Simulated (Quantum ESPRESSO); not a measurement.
TiC: equation of state with r2SCAN

Crystal: TiC.

```
Ti C
1.0
     0.00000    2.16572    2.16572
     2.16572    0.00000    2.16572
     2.16572    2.16572    0.00000
Ti C
1 1
Direct
  0.00000 0.00000 0.00000
  0.50000 0.50000 0.50000
```

The cell is a database's computed one.

```json
{"Program": "Quantum ESPRESSO 7.5", "Task": "equation of state", "Functional": "r2SCAN", "Potentials or basis": "SG15 PBE 1.2", "Cutoff": "1197 eV", "Density cutoff": "4789 eV", "k mesh": "8 × 8 × 8", "Occupations": "fermi-dirac, width 0.05 eV", "Spin": "no spin polarisation"}
```

```
Equilibrium volume                      : 10.13 Å³/atom
Bulk modulus                            : 264 GPa
Pressure derivative of the bulk modulus : 3.9
```

Energy against volume, from the lowest point:
| volume (Å³/atom) | energy (meV/atom) |
| --- | --- |
| 9.548 | 30.36 |
| 9.752 | 12.42 |
| 9.955 | 2.55 |
| 10.158 | 0.00 |
| 10.361 | 4.07 |
| 10.564 | 14.16 |
| 10.767 | 29.68 |

All runs of the series together: 7.8 min on 2 threads of AMD EPYC 9R45 96-Core Processor (Zen 5), on a shared host.

Caveat: the potentials were made for another functional, which shifts forces and pressure.
